Question: Can I tell what it costs to squeeze tungsten from how it stretches?

I have LDA energies for body-centred cubic tungsten at seven volumes, two of them covered up. Volume is in Å³ per atom; energy is in meV per atom, counted from the minimum of the run's fitted curve. The five visible points lie on the stretched side of that minimum. Can I put a parabola through them and read off the compressed side, and how far should I trust the result?

ABINIT 10.8.3, LDA with spin-orbit coupling and JTH PAW LDA v2.0 datasets, for body-centred cubic tungsten with a static lattice. All volumes use a 12×12×12 k mesh, a plane-wave cutoff of 408.171 eV and Fermi-Dirac smearing of 0.05 eV. Energies are counted from the minimum of the run's fitted curve.

```
volume (Å³/atom)  energy (meV/atom)
           14.90                  ?
           15.21                  ?
           15.53               0.38
           15.85               9.64
           16.16              30.40
           16.48              61.39
           16.80             102.03
```

Answer:

A parabola in volume has the same curvature everywhere, so it makes the metal no stiffer when squeezed than when stretched. The visible points already speak against that. Volume times the curvature of the energy is the local bulk modulus, and three neighbouring energies give a rough value for it: 291 GPa at volume 15.85, 264 GPa at 16.16 and 254 GPa at 16.48. Tungsten softens as it expands, so if the curve stays smooth it should be stiffer on the hidden side.

Two limits show why. Pull the atoms far apart and the energy must level off at that of free atoms, so the force drawing them together finally dies away. Push them together and the kinetic energy of the electrons climbs, in a uniform electron gas as volume to the power −2/3, while filled inner shells begin to overlap. Bonding also strengthens at short distance, but the repulsion grows faster. The energy valley therefore has a steep wall towards small volumes and a gentler slope towards large ones. That is the argument from theory; the table contains only the total energy.

A simple way to build in this lopsidedness is to measure strain by the inverse square of length instead of by volume. With V the volume and V₀ its value at the minimum, let

x = (V₀/V)^(2/3) − 1
E = A x²

Close to the minimum, x is −2/3 of the relative volume change. Matching E to the usual elastic energy then gives A = 9BV₀/8, where B is the bulk modulus. This is the second-order Birch-Murnaghan form. It implies that, near zero pressure, B rises by 4 GPa for each GPa of pressure, a common size for metals.

I fitted V₀ and A to the five visible energies and got V₀ = 15.454 Å³ and A = 34861 meV. The first covered point was not part of that fit, so it makes a fair worked example. The listed volumes match even 2 % steps about 15.847, which makes the entry 14.90 more exactly 0.94 × 15.847 = 14.896. Then

x = (15.454/14.896)^(2/3) − 1 ≈ 0.0248
E ≈ 34861 × 0.0248² ≈ 21.4 meV

An expansion by the same volume would cost only 19.0 meV in this model.

The main uncertainty is the assumed pressure slope of 4. Changing it by one unit, and refitting V₀ and A to the visible points, moves the estimate at 14.90 by about 1.6 meV, and points on one side of the minimum fix it poorly. The energy zero also comes from a fit to the whole curve, so it carries a little information about the hidden side. The run's fitted constants carry much more, and I left them out of the forecast.

My forecasts, with ranges set by judgement, are:

Volume 14.90: near 21.4 meV, range 20 to 23.
Volume 15.21: near 3.9 meV, range 3.4 to 4.4.

The parabola should fall well below at 14.90.

The withheld rows as computed:

```
volume (Å³/atom)  energy (meV/atom)
           14.90              21.61
           15.21               3.84
```

Both values lie inside their ranges. The model is 0.18 meV too low at 14.90, less than 1 % of the computed energy, and agrees to about 0.01 meV at 15.21. The larger miss is nearly twice the worst misfit of a visible point, but of the same order as the typical error, 0.13 meV, when each visible point is predicted from the other four. It is too small to support a physical explanation.

The parabola gives 14.1 meV at 14.90, about a third too low. It has only one curvature to offer, and the stretched points make that curvature too small. To follow them it also moves its minimum to 15.41, towards the hidden side, so it starts its climb too late. This is why it fails even at 15.21, close to the minimum, where it gives roughly half the computed energy.

More freedom did not help either. With the pressure slope fitted as well, the same five points give a slope of 3.5 and an energy at 14.90 that is 1.0 meV too low. The run's fit to the whole curve gives 4.06, close to the value that the simpler form assumes. The extra constant probably followed small irregularities in the energies, perhaps caused by the finite k mesh or by a plane-wave basis that changes with volume at fixed cutoff. Both the mesh and the cutoff are usual working values, not converged limits. The run itself recorded no warnings, but the data makers' tests on other systems found cutoffs of this kind too short for reliable stresses, so I used energies alone.

So the stretched curve could be extended a few per cent into compression, because its assumed shape allows for stiffening and tungsten's pressure slope in this run is close to the assumed 4. For a metal with a slope nearer 5, the same forecast would come out too low. For a dependable pressure slope, compute points on both sides of the minimum. The printed analysis below compares the three curves.

Output of the analysis:

```
local bulk modulus at volume 15.85 from three energies, GPa: 290.7
local bulk modulus at volume 16.16 from three energies, GPa: 263.7
local bulk modulus at volume 16.48 from three energies, GPa: 253.7
fit of energy on 5 rows: coefficient of ((s/v)**(2/3) - 1)**2 34861 +/- 19, s 15.45; rms 0.0515, worst 16.48 0.0988, leave-one-out rms 0.131
  rows outside the fit (model, value, miss): 14.9 21.43, 21.61, -0.179; 15.21 3.852, 3.84, 0.0116
fit of energy on 5 rows: coefficient of (v - s)**2 53.15 +/- 0.22, s 15.41; rms 0.387, worst 15.85 0.497, leave-one-out rms 1
  rows outside the fit (model, value, miss): 14.9 14.05, 21.61, -7.56; 15.21 2.066, 3.84, -1.77
fit of energy on 5 rows: coefficient of ((s/v)**(2/3) - 1)**2 34205 +/- 104, coefficient of ((s/v)**(2/3) - 1)**3 -8705 +/- 2071, s 15.45; rms 0.036, worst 16.16 -0.0557, leave-one-out rms 0.244
  rows outside the fit (model, value, miss): 14.9 20.62, 21.61, -0.992; 15.21 3.653, 3.84, -0.187
equilibrium volume from the five visible rows, cubic angstrom per atom: 15.45
bulk modulus from the five visible rows, GPa: 321.3
pressure slope of the bulk modulus when left free: 3.491
second-order less third-order forecast at 14.90, meV: 0.8133
second-order less third-order forecast at 15.21, meV: 0.1987
change of the 14.90 forecast per unit of pressure slope, meV: 1.598
model energy for the equal and opposite expansion, meV: 19
extra cost of compression over that expansion, percent: 12.78
five-row equilibrium volume less the reported one, cubic angstrom per atom: -0.00125
five-row bulk modulus less the reported one, GPa: -0.9366
```
